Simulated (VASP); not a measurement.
# TePb (Fm-3m) in VASP: notebook, part 2 of 2

VASP 6.6.1. Earlier steps stand in the parts before.

## 3. Single point, HSE06

POSCAR

```
TePb
1.0
    0.0000000000      3.2678555508      3.2678555508
    3.2678555508      0.0000000000      3.2678555508
    3.2678555508      3.2678555508      0.0000000000
Te Pb
1 1
Direct
    0.5000000000      0.5000000000      0.5000000000
    0.0000000000      0.0000000000      0.0000000000
```

INCAR.step1

```
SYSTEM = TePb
PREC = Accurate
ENCUT = 520
EDIFF = 1E-5
ISMEAR = 0
SIGMA = 0.01
LREAL = .False.
LASPH = .True.
NELM = 100
ALGO = Normal
ISIF = 2
LWAVE = .True.
LCHARG = .False.
GGA = PE
NBANDS = 17
```

INCAR.step2

```
SYSTEM = TePb
PREC = Accurate
ENCUT = 520
EDIFF = 1E-7
ISMEAR = 0
SIGMA = 0.01
LREAL = .False.
LASPH = .True.
NELM = 100
ALGO = Normal
ISIF = 2
LWAVE = .False.
LCHARG = .False.
GGA = PE
LHFCALC = .True.
HFSCREEN = 0.2079
PRECFOCK = Normal
ISTART = 1
NBANDS = 17
```

KPOINTS

```
Automatic mesh
0
Gamma
  2 2 2
  0 0 0
```

Potentials or basis: VASP PAW PBE potentials, release 64 (Te, Pb_d).

On the command line:

```sh
$ cat potpaw_PBE.64/Te/POTCAR potpaw_PBE.64/Pb_d/POTCAR > POTCAR
$ cp INCAR.step1 INCAR
$ mpirun -np 1 vasp_std > vasp.out
$ cp INCAR.step2 INCAR
$ mpirun -np 1 vasp_std > vasp.out
```

OUTCAR:

```text
SYSTEM = TePb
   PREC = Accurate
   ENCUT = 520
   EDIFF = 1E-7
   ISMEAR = 0
   LREAL = .False.
   LASPH = .True.
   NELM = 100
   ISIF = 2
   GGA = PE
   LHFCALC = .True.
   HFSCREEN = 0.2079
   PRECFOCK = Normal
   ISTART = 1

 ion  position               nearest neighbor table
   1  0.500  0.500  0.500-   2 3.27   2 3.27   2 3.27   2 3.27   2 3.27   2 3.27
   2  0.000  0.000  0.000-   1 3.27   1 3.27   1 3.27   1 3.27   1 3.27   1 3.27

  LATTYP: Found a face centered cubic cell.
 ALAT       =     6.5357111016

  Lattice vectors:

 A1 = (   0.0000000000,   3.2678555508,   3.2678555508)
 A2 = (   3.2678555508,   0.0000000000,   3.2678555508)
 A3 = (   3.2678555508,   3.2678555508,   0.0000000000)

Analysis of symmetry for initial positions (statically):
=====================================================================
 Subroutine PRICEL returns:
 Original cell was already a primitive cell.

 Routine SETGRP: Setting up the symmetry group for a
 face centered cubic supercell.

 Subroutine GETGRP returns: Found 48 space group operations
 (whereof 48 operations were pure point group operations)
 out of a pool of 48 trial point group operations.

The static configuration has the point symmetry O_h .

Analysis of symmetry for dynamics (positions and initial velocities):
=====================================================================
 Subroutine PRICEL returns:
 Original cell was already a primitive cell.

 Routine SETGRP: Setting up the symmetry group for a
 face centered cubic supercell.

 Subroutine GETGRP returns: Found 48 space group operations
 (whereof 48 operations were pure point group operations)
 out of a pool of 48 trial point group operations.

The dynamic configuration has the point symmetry O_h .

[... 99 lines left out ...]
  Thomas-Fermi vector in A             =   2.215269
   LORBIT       =      0    0 simple, 1 ext, 2 COOP (PROOUT), +10 PAW based schemes
   GGA     = PE    functional components
   LHFCALC =     T    Hartree Fock is set to
   PRECFOCK=normal    Normal, Fast or Accurate (Low or Medium for compatibility)
   ENCUT4O =  -1.0   cutoff for four orbital integrals eV
   NKREDX  =     1    reduce k-point grid by
   NKREDY  =     1    reduce k-point grid by
   NKREDZ  =     1    reduce k-point grid by
   AEXX    =    0.2500 exact exchange contribution
   HFSCREEN=    0.2079 screening length (either q_TF or 0.3 A-1)
   HFSCREENC=   0.2079 screening length for correlation (either q_TF or 0.3 A-1)
   ENCUTFOCK=  -1.0 apply spherical cutoff to Coloumb kernel
   IVDW    =     0    specifies the selected vdW correction
   LEPSILON=     F    determine dielectric tensor
   LRPA    =     F    only Hartree local field effects (RPA)
 non-spin polarized calculation
 Gauss-broadening in eV      SIGMA  =   0.01
  energy-cutoff  :      520.00
  volume of cell :       69.79
 maximum number of plane-waves:      1893
 NGX is ok and might be reduce to    36
  NGX = 28; NGY = 28; NGZ = 28

 number of electron      20.0000002 magnetization

 Free energy of the ion-electron system (eV)
  ---------------------------------------------------
  ext. energy  EPLUGINS =         0.00000000
  ---------------------------------------------------
  free energy    TOTEN  =        -7.57068511 eV

  energy without entropy =       -7.57068511  energy(sigma->0) =       -7.57068511

 E-fermi :   5.0465     XC(G=0):  -7.5692

 val. band max:        4.9620585687   @ k =   0.5000   0.0000   0.0000
 cond. band min:       6.2599858099   @ k =   0.5000   0.0000   0.0000
 fundamental gap:      1.2979272412
 Fermi energy:         5.0465191033

 k-point     1 :       0.0000    0.0000    0.0000
  band No.  band energies     occupation
      1     -13.8778      2.00000
      2     -13.8778      2.00000
      3     -13.8711      2.00000
      4     -13.8711      2.00000
      5     -13.8711      2.00000
      6      -7.7908      2.00000
[... 37 lines left out ...]
      4     -13.8491      2.00000
      5     -13.8491      2.00000
      6      -5.9220      2.00000
[... 9 lines left out ...]
     16      16.4860      0.00000
     17      16.7629      0.00000

------------------------ aborting loop because EDIFF is reached ----------------------------------------

  FORCE on cell =-STRESS in cart. coord.  units (eV):
  Direction    XX          YY          ZZ          XY          YZ          ZX
  --------------------------------------------------------------------------------------
  -------------------------------------------------------------------------------------
  Total        2.4953444      2.4953444      2.4953444     -0.0000000     -0.0000000      0.0000000
  in kB       57.2825747     57.2825747     57.2825747     -0.0000000     -0.0000000      0.0000000
  external PRESSURE =      57.2825747 kB  Pullay stress =       0.0000000 kB

 VOLUME and BASIS-vectors are now :
 -----------------------------------------------------------------------------
  energy-cutoff  :      520.00
  volume of cell :       69.79
      direct lattice vectors                 reciprocal lattice vectors
     0.000000000  3.267855551  3.267855551    -0.153005539  0.153005539  0.153005539
     3.267855551  0.000000000  3.267855551     0.153005539 -0.153005539  0.153005539
     3.267855551  3.267855551  0.000000000     0.153005539  0.153005539 -0.153005539

 POSITION                                       TOTAL-FORCE (eV/Angst)
 -----------------------------------------------------------------------------------
      3.26786      3.26786      3.26786        -0.000000     -0.000000      0.000000
      0.00000      0.00000      0.00000         0.000000      0.000000     -0.000000
 -----------------------------------------------------------------------------------
    total drift:                               -0.000002      0.000004     -0.000001

  FREE ENERGIE OF THE ION-ELECTRON SYSTEM (eV)
  ---------------------------------------------------
  free  energy   TOTEN  =        -7.5706851128 eV

  energy  without entropy=       -7.5706851128  energy(sigma->0) =       -7.57068511
```

OUTCAR.step1:

```text
SYSTEM = TePb
   PREC = Accurate
   ENCUT = 520
   EDIFF = 1E-5
   ISMEAR = 0
   LREAL = .False.
   LASPH = .True.
[... 258 lines left out ...]
      3.26786      3.26786      3.26786         0.000000      0.000000      0.000000
      0.00000      0.00000      0.00000         0.000000      0.000000      0.000000
 -----------------------------------------------------------------------------------
    total drift:                               -0.000000      0.000000      0.000000

  FREE ENERGIE OF THE ION-ELECTRON SYSTEM (eV)
  ---------------------------------------------------
  free  energy   TOTEN  =        -5.9515808836 eV

  energy  without entropy=       -5.9515808836  energy(sigma->0) =       -5.95158088
```

Wall time 3 min (1 thread of Intel Xeon 8259CL, shared host); peak memory 0.31 GiB.

Results:

| Item | Value |
| --- | --- |
| Free energy | -7.5707 eV |
| Pressure | 5.7 GPa |
| Band gap on the k mesh | 1.30 eV, direct |

Caveat: the k points lie up to 0.83 Å⁻¹ apart; the PAW data sets were made with another functional, which shifts forces and pressure a little; spin-orbit coupling is left out, which moves the levels of the heavy elements.

## 4. Single point, HSE06

POSCAR is that of step 3.

INCAR.step1 is that of step 3.

Changes to INCAR.step2 since step 3:

```diff
@@ -3,3 +3,3 @@
 ENCUT = 520
-EDIFF = 1E-7
+EDIFF = 1E-6
 ISMEAR = 0
```

KPOINTS

```
regular mesh
0
Gamma
  4 4 4
  0 0 0
```

On the command line:

```sh
$ cat potpaw_PBE.64/Te/POTCAR potpaw_PBE.64/Pb_d/POTCAR > POTCAR
$ cp INCAR.step1 INCAR
$ mpirun -np 1 vasp_std > vasp.out
$ cp INCAR.step2 INCAR
$ mpirun -np 1 vasp_std > vasp.out
```

Wall time 26 min (1 thread of Intel Xeon 8259CL, shared host); peak memory 0.33 GiB.

Results (log left out):

```
Free energy            : -8.9680 eV
Pressure               : -0.5 GPa
Band gap on the k mesh : 1.17 eV, direct
```

Levels at points of the mesh, in eV from the valence-band top:
```csv
k point,band 6,band 7,band 8,band 9,band 10,band 11,band 12,band 13,band 14,band 15
"(0.00, 0.00, 0.00)",-12.96,-6.01,-1.43,-1.43,-1.43,4.73,4.73,4.73,6.46,6.46
"(0.50, 0.00, 0.00)",-11.47,-9.19,-0.98,-0.98,0.00,1.17,1.75,1.75,9.11,9.96
"(0.50, 0.50, 0.00)",-11.21,-7.79,-4.77,-2.96,-2.96,3.87,6.16,6.16,7.41,10.86
```

Caveat: the PAW data sets were made with another functional, which shifts forces and pressure a little; spin-orbit coupling is left out, which moves the levels of the heavy elements.

## 5. Comparison with measurements

Step 4. Against the measured gap of TePb, 0.19 eV (direct; 4.2 K; a printed reference work, monograph), the calculated 1.17 eV is off by +0.98 eV. Spin-orbit coupling on Pb, Te is left out. The value is that of HSE06 on a finite k mesh, which can miss the band edges, without temperature or zero-point motion.
